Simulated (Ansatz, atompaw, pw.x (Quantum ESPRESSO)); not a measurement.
From atom to crystal: PAW (atompaw) potential for P

atompaw 4.2.0.5 input, output lines left out:

```
P 15
GGA-PBE scalarrelativistic loggrid 1500 logderivrange -3 5 201
3 3 0 0 0 0
3 1 3
0 0 0
c
c
v
c
v
2
1.80 1.80 1.50 1.15
y
2.15
n
y
3.2
n
y
-0.05
y
2.75
n
custom polynom2 7 10 vanderbiltortho besselshape
3 0 vpsmatchnc
1.80
1.45
1.80
1.70
1.80
1.80
```

Atomic tests: cutoffs needed: 12 Ry and 18 Ry (the cutoffs (Ry, on a coarse ladder) from which the occupation-weighted sum of valence levels, in a spherical-Bessel basis at the reference potential, stays within 10 and 1 mRy of its value at 400 Ry); ghost test: no extra level below or beside the all-electron valence levels (s, p, d, f tested) (spherical-Bessel basis up to 400 Ry, 20 bohr box); lowest eigenvalue of the overlap operator: 0.53 (p channel).

Crystal test: sc P in pw.x 7.5, no spin, 13³ k-points, Fermi–Dirac smearing 0.01 Ry, cutoffs 40/400 Ry. The reference is all-electron LAPW (Ansatz 0.2.0) with the same functional, mesh and smearing; V0 and B0 come from Birch–Murnaghan fits to the pressures at five volumes. Errors are pseudo minus all-electron; Δ is the rms difference of the E(V) curves that follow from these fits, minima aligned, over ±6 % about the mean V0. Mesh and smearing are coarse, so the numbers serve the comparison and aren't converged zero-temperature values; the lattice is a test structure that the element need not adopt.

All-electron: a0 = 2.447 Å (V0 = 14.66 Å³/atom), B0 = 113.3 GPa.

Question: How far does the potential miss the all-electron equation of state?

Answer: mean pressure error (GPa): -0.05; a0 (Å): 2.447; a0 error (%): -0.02; B0 error (%): +0.3; Δ (meV/atom): 0.2.

| V (Å³/atom) | P all-electron (GPa) | P pseudo (GPa) |
| --- | --- | --- |
| 13.890 | 7.01 | 6.96 |
| 14.255 | 3.42 | 3.37 |
| 14.621 | 0.27 | 0.21 |
| 14.987 | -2.41 | -2.47 |
| 15.352 | -4.62 | -4.68 |

Question: At the middle volume, how do free energy and pressure move when the wave cutoff is lowered (ecutrho held at 400 Ry)?

Answer:

```
cutoff (Ry)  shift of F (meV/atom)  shift of P (GPa)
         18                   +8.1             -0.40
         24                   +0.7             -0.01
         32                   +0.1             -0.00
```

Input at the middle volume:

```
&control
  calculation='scf', prefix='x', pseudo_dir='./', outdir='./tmp', tstress=.true., disk_io='none'
/
&system
  ibrav=0, nat=1, ntyp=1, ecutwfc=40, ecutrho=400, nbnd=9,
  occupations='smearing', smearing='fd', degauss=0.01
/
&electrons
  conv_thr=1e-09, mixing_beta=0.4, electron_maxstep=70
/
ATOMIC_SPECIES
P 1.0 P.UPF
CELL_PARAMETERS angstrom
  2.44526365 0.00000000 0.00000000
  0.00000000 2.44526365 0.00000000
  0.00000000 0.00000000 2.44526365
ATOMIC_POSITIONS crystal
P 0.0000 0.0000 0.0000
K_POINTS automatic
13 13 13 0 0 0
```

```bash
pw.x < P.scf.in > P.scf.out
```

Lines of the output:

```
Message from routine setup:
     using ibrav=0 with symmetry is DISCOURAGED, use correct ibrav instead
     lattice parameter (alat)  =       4.6209  a.u.
     unit-cell volume          =      98.6674 (a.u.)^3
     number of electrons       =         5.00
     number of Kohn-Sham states=            9
     kinetic-energy cutoff     =      40.0000  Ry
     charge density cutoff     =     400.0000  Ry
     scf convergence threshold =      1.0E-09
     Exchange-correlation= SLA PW PBX PBC
     number of k points=    84  Fermi-Dirac smearing, width (Ry)=  0.0100
     negative rho (up, down):  7.100E-04 0.000E+00
     iteration #  1     ecut=    40.00 Ry     beta= 0.40
     negative rho (up, down):  7.001E-04 0.000E+00
     total energy              =     -55.54655584 Ry
     estimated scf accuracy    <       0.00607097 Ry
     iteration #  2     ecut=    40.00 Ry     beta= 0.40
     negative rho (up, down):  7.438E-04 0.000E+00
     total energy              =     -55.53085453 Ry
     estimated scf accuracy    <       0.00181141 Ry
     iteration #  3     ecut=    40.00 Ry     beta= 0.40
     negative rho (up, down):  8.189E-04 0.000E+00
     total energy              =     -55.52914540 Ry
     estimated scf accuracy    <       0.00044766 Ry
     iteration #  4     ecut=    40.00 Ry     beta= 0.40
     negative rho (up, down):  8.232E-04 0.000E+00
     total energy              =     -55.52917862 Ry
     estimated scf accuracy    <       0.00000516 Ry
     iteration #  5     ecut=    40.00 Ry     beta= 0.40
     negative rho (up, down):  8.238E-04 0.000E+00
     total energy              =     -55.52918106 Ry
     estimated scf accuracy    <       0.00000185 Ry
     iteration #  6     ecut=    40.00 Ry     beta= 0.40
     negative rho (up, down):  8.309E-04 0.000E+00
     total energy              =     -55.52918074 Ry
     estimated scf accuracy    <       0.00000047 Ry
     iteration #  7     ecut=    40.00 Ry     beta= 0.40
     negative rho (up, down):  8.315E-04 0.000E+00
     total energy              =     -55.52918076 Ry
     estimated scf accuracy    <          6.1E-09 Ry
     iteration #  8     ecut=    40.00 Ry     beta= 0.40
     negative rho (up, down):  8.337E-04 0.000E+00
     the Fermi energy is    11.0390 ev
!    total energy              =     -55.52918077 Ry
     estimated scf accuracy    <          7.8E-10 Ry
     smearing contrib. (-TS)   =      -0.00128751 Ry
     convergence has been achieved in   8 iterations
     negative rho (up, down):  8.337E-04 0.000E+00
          total   stress  (Ry/bohr**3)                   (kbar)     P=        2.09
     Message from routine punch:
     Nothing written, as per user request (disk_io='none')
```

The run at the middle volume (84 k-points, 8 iterations) took about 5 s on one core of a shared host (Intel(R) Xeon(R) 6975P-C, 192 threads, 378 GiB, load 77).
